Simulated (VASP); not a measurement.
Crystal: SiRu3.

```xyz
4
Lattice="-2.5547 2.5547 2.5547 2.5547 -2.5547 2.5547 2.5547 2.5547 -2.5547" Properties=species:S:1:pos:R:3 pbc="T T T"
Si    0.0000    0.0000    0.0000
Ru    2.5547    0.0000    0.0000
Ru    0.0000    2.5547    0.0000
Ru    0.0000    0.0000    2.5547
```

The cell was built by a generator and needn't be a form met in nature.

The cell isn't the ideal one: random cell by space group and Wyckoff sites (Im-3m, No. 229).

```yaml
Program: VASP 6.6.1
Task: relaxation of cell and atoms
Functional: PBE
Potentials_or_basis: VASP PAW PBE potentials, release 64 (Si, Ru_pv)
Cutoff: 600 eV
k_mesh: 5 × 5 × 5
Occupations: gaussian, width 0.2 eV
Spin: no spin polarisation
```

At the start: pressure -10.9 GPa; volume 16.67 Å³/atom.

Problem. Where does the relaxation end?

Solution. Over 3 steps the energy falls by 37.6 meV/atom and the volume is 15.67 Å³/atom (-6.0 %); space group Im-3m (No. 229, to 0.05 Å).

The path:
| step | energy change (eV) | largest force (eV/Å) | pressure (GPa) | volume (Å³) |
| --- | --- | --- | --- | --- |
| 1 | 0.0000 | 0.0000 | -10.92 | 66.70 |
| 2 | 0.3147 | 0.0000 | 26.44 | 56.32 |
| 3 | -0.1505 | 0.0000 | -0.38 | 62.66 |

Final structure:
```
CELL_PARAMETERS angstrom
-2.50218 2.50218 2.50218
2.50218 -2.50218 2.50218
2.50218 2.50218 -2.50218
ATOMIC_POSITIONS crystal
Si 0.00000 0.00000 0.00000
Ru 0.00000 0.50000 0.50000
Ru 0.50000 0.00000 0.50000
Ru 0.50000 0.50000 0.00000
```

Caveat: the relaxation stopped at a loose force limit of 0.08 eV/Å, so its end isn't a converged minimum.
